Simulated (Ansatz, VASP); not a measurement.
## One calculation of TiC, two programs

INCAR

```
  ALGO = Normal
  EDIFF = 1E-7
  ENCUT = 520
  GGA = PE
  ISIF = 2
  ISMEAR = -1
  LASPH = T
  LCHARG = F
  LREAL = F
  LWAVE = F
  NBANDS = 15
  NELM = 80
  PREC = Accurate
  SIGMA = 0.03
```

The input KPOINTS:

```
k-points
0
Gamma
  16 16 16
```

File POSCAR:

```
TiC
1.0
    0.0000000000      2.1421399196      2.1421399196
    2.1421399196      0.0000000000      2.1421399196
    2.1421399196      2.1421399196      0.0000000000
Ti C
1 1
Direct
    0.0000000000      0.0000000000      0.0000000000
    0.5000000000      0.5000000000      0.5000000000
```

Input for Ansatz:

```yaml
crystal:
  lattice:
    - [0.0, 2.1421399196, 2.1421399196]
    - [2.1421399196, 0.0, 2.1421399196]
    - [2.1421399196, 2.1421399196, 0.0]
  atoms:
    - { symbol: Ti, position: [0.0, 0.0, 0.0] }
    - { symbol: C, position: [0.5, 0.5, 0.5] }
kpoints:
  mp_grid: { grid: [16, 16, 16] }
scf:
  occupations: { method: fermi_dirac, width: 0.03 }
hamiltonian:
  xc: pbe
  pseudopotentials: { kind: all_electron, lapw: { basis_error: 0.001 } }
output:
  forces: true
  stress: true
  eigenvalues: true
```

Change from the starting cell: volume scaled by 0.97.

Alike in both runs: task single point; functional PBE; k mesh 16 × 16 × 16; occupations fermi-dirac, width 0.03 eV; no spin polarisation.

|  | VASP | Ansatz |
| --- | --- | --- |
| version | VASP 6.6.1 | Ansatz 0.2.0 |
| potentials or method | VASP PAW PBE potentials, release 64 (Ti_sv, C) | all-electron LAPW, scalar-relativistic |
| plane-wave cutoff (eV) | 520 | see its input |

VASP gave:

```
pressure (GPa) : 9.2
```

Q: Estimate Ansatz's values.

A: Pressure (GPa): 9.1.

Ansatz ran all-electron here, so the differences hold the error of VASP's frozen core and of both bases.
